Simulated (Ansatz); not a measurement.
Does relaxation matter for the field gradients of SiO₂?

Start: a Materials Project structure (computed, not necessarily an observed phase), atoms as given.

Space group P2_13 (No. 198); a = 7.0818 Å.

| site | Wyckoff | site symmetry | x | y | z |
| --- | --- | --- | --- | --- | --- |
| Si1 | 4a | .3. | 0.9780 | 0.5220 | 0.4780 |
| Si5 | 4a | .3. | 0.7168 | 0.7832 | 0.2168 |
| O9 | 12b | 1 | 0.8608 | 0.3365 | 0.5394 |
| O17 | 4a | .3. | 0.1524 | 0.1524 | 0.1524 |

One atom of each set is listed.

All values are calculated (Ansatz; DFT, PBE, plane waves and PAW, scalar-relativistic, 420 eV cutoff, Γ-centred 3×3×3 k-points, Fermi–Dirac smearing 0.02 eV), not measured.

The largest force at the start is 0.29 eV/Å. Relaxing the ions at fixed cell moves them by 0.054 Å at most (atom 11, O) and 0.042 Å rms. End positions:

Si1 (0.9771, 0.5229, 0.4771)
Si5 (0.7142, 0.7858, 0.2142)
O9 (0.8607, 0.3328, 0.5326)
O17 (0.1542, 0.1542, 0.1542)

```csv
site,moved (Å),first shell before,first shell after,V_zz before (10²¹ V/m²),η before
Si1,0.010,4 O at 1.60–1.61 Å,4 O at 1.61–1.63 Å,-0.27,0.00
Si5,0.032,4 O at 1.60–1.61 Å,4 O at 1.61–1.62 Å,0.53,0.00
O9,0.054,"2 Si at 1.61 Å, angle 144°","2 Si at 1.62–1.63 Å, angle 142°",9.27,0.18
O17,0.021,"2 Si at 1.60 Å, angle 180°","2 Si at 1.61 Å, angle 180°",10.22,0.00
```

(1) How do the gradients change?

Answers

(1) 

```json
{"site": "Si1", "V_zz after": "-0.18", "η after": "0.00", "change of V_zz": "+0.09"}
{"site": "Si5", "V_zz after": "0.50", "η after": "0.00", "change of V_zz": "-0.03"}
{"site": "O9", "V_zz after": "9.42", "η after": "0.22", "change of V_zz": "+0.15"}
{"site": "O17", "V_zz after": "10.58", "η after": "0.00", "change of V_zz": "+0.36"}
```

The largest change of V_zz is on O17, from 10.22 to 10.58. In per cent, |V_zz| changes by -6 on Si, +2 to +4 on O (all sites that start above 0.5).
